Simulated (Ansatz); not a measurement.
A run of Ansatz 0.2.0:

Contents of input.yaml:

```yaml
crystal:
  lattice:
    - [3.9855, 0.0, 0.0]
    - [0.0, 2.8369, 2.84515]
    - [0.0, -2.8369, 2.84515]
  atoms:
    - { symbol: Ba, position: [0.0, 0.0, 0.0] }
    - { symbol: Ti, position: [0.5, 0.5124, 0.5124] }
    - { symbol: O, position: [0.5, 0.99184, 0.50524] }
    - { symbol: O, position: [0.5, 0.50524, 0.99184] }
    - { symbol: O, position: [0.0, 0.4874, 0.4874] }
hamiltonian:
  xc: rpbe
  pseudopotentials: { kind: paw }
kpoints:
  mp_grid: { grid: [7, 7, 7] }
  band_path:
    path:
      - [[0.0, 0.0, 0.0], [0.0, 0.4985522663, -0.4985522663], [0.0, 0.0, -0.5], [-0.5, 0.0, -0.5], [-0.5, 0.4985522663, -0.4985522663], [-0.5, 0.0, 0.0], [0.0, 0.0, 0.0], [0.0, -0.5, -0.5], [0.0, -0.4985522663, -0.5014477337], [-0.5, -0.4985522663, -0.5014477337], [-0.5, -0.5, -0.5], [0.0, -0.5, -0.5]]
      - [[-0.5, 0.0, 0.0], [-0.5, -0.5, -0.5]]
    npoints: 14
scf:
  occupations: { method: fermi_dirac, width: 0.05 }
  n_extra_bands: 12
output:
  forces: true
  stress: true
  eigenvalues: true
  fatbands: false
```

Potentials or basis: Ansatz PAW.

Launch:

```bash
$ ansatz run input.yaml --threads 2 --pin off --max-ram 5632MiB --backend cpu --events-out ev --progress --plain --runs-dir out
```

Hardware: 2 threads of Arm Neoverse V1, with other jobs on the host.

Task: How long does it take, and how much memory?

Result: Run time: 18 s on 2 threads of Arm Neoverse V1, on a shared host, peak memory 0.43 GiB. Counts: scf iterations 6, plane waves 1249, k points 64, bands 32.
